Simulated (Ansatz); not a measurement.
# LiCl: energy against volume in PBE, exact exchange and the RPA

One table from this session's results is given with a row withheld; the runs are named, their logs left out.

Program: Ansatz 0.2.0. PBE orbitals, norm-conserving pseudopotentials, plane waves. The cell comes from a prototype generator: it can be a known phase or a hypothetical one. Spin polarisation is off.

## The cell

The cell was relaxed beforehand with r2SCAN; volume changes: +0 %, -5 %, +5 %, -10 %, +10 %.

Space group F-43m (No. 216), cubic; a = 5.466 Å in the conventional setting, 20.41 Å³ an atom. Li has 4 Cl at 2.37 Å; Cl has 4 Li at 2.37 Å.

Coordinates:

```cif
data_structure
_symmetry_space_group_name_H-M 'F-43m'
_symmetry_Int_Tables_number 216
_cell_length_a 5.4661
_cell_length_b 5.4661
_cell_length_c 5.4661
_cell_angle_alpha 90.000
_cell_angle_beta 90.000
_cell_angle_gamma 90.000
_cell_volume 163.32
loop_
_atom_site_label
_atom_site_type_symbol
_atom_site_symmetry_multiplicity
_atom_site_Wyckoff_symbol
_atom_site_fract_x
_atom_site_fract_y
_atom_site_fract_z
_atom_site_occupancy
Li1 Li 4 a 0.00000 0.00000 0.00000 1
Cl1 Cl 4 d 0.25000 0.25000 0.75000 1
```

The first run:

Contents of input.yaml:

```yaml
crystal:
  lattice:
    - [0.0, 2.733042529, 2.733042529]
    - [2.733042529, 0.0, 2.733042529]
    - [2.733042529, 2.733042529, 0.0]
  atoms:
    - { symbol: Li, position: [0.0, 0.0, 0.0] }
    - { symbol: Cl, position: [0.25, 0.25, 0.25] }
kpoints:
  mp_grid: { grid: [4, 4, 4] }
hamiltonian:
  xc: pbe
  pseudopotentials: { kind: nc }
scf:
  occupations: { method: fixed }
output:
  rpa_energy:
    ecut_chi_ladder: [234, 263, 291, 323, 355]
    long_wavelength: optical_limit
basis:
  ecutwfc: 1034.032677
```

Steps of the session up to this table: The unscaled cell; Volume -5 %; Volume +5 %; Volume -10 %; Volume +10 %.

One table of the session follows, with a row left open; its other results are not shown here.

Energies in meV/atom from the unscaled cell:

| volume (Å³/atom) | PBE | exact exchange | EXX+RPA | RPA correlation |
| --- | --- | --- | --- | --- |
| 18.373 | 29.7 | 50.9 | 10.3 | -40.7 |
| 19.394 | 9.2 | 18.9 | 2.0 | -16.9 |
| 20.415 | 0.0 | 0.0 | 0.0 | 0.0 |
| 21.435 | ? | ? | ? | ? |
| 22.456 | 5.7 | -9.1 | 21.0 | 30.1 |

Q: Estimate the row for volume (Å³/atom) = 21.435 from the others.

Worked estimate for «PBE». A straight line through the neighbours (20.415, 0.0) and (22.456, 5.7) gives 0.0 + (5.7 − 0.0) × (21.435 − 20.415) / (22.456 − 20.415) = 2.8; a parabola fitted to 3 rows on both sides gives -1.2.

**Answer.** PBE: -0.5; exact exchange: -8.6; EXX+RPA: 7.9; RPA correlation: 16.4. In «PBE» the line misses by +3.3 and the parabola by -0.7.
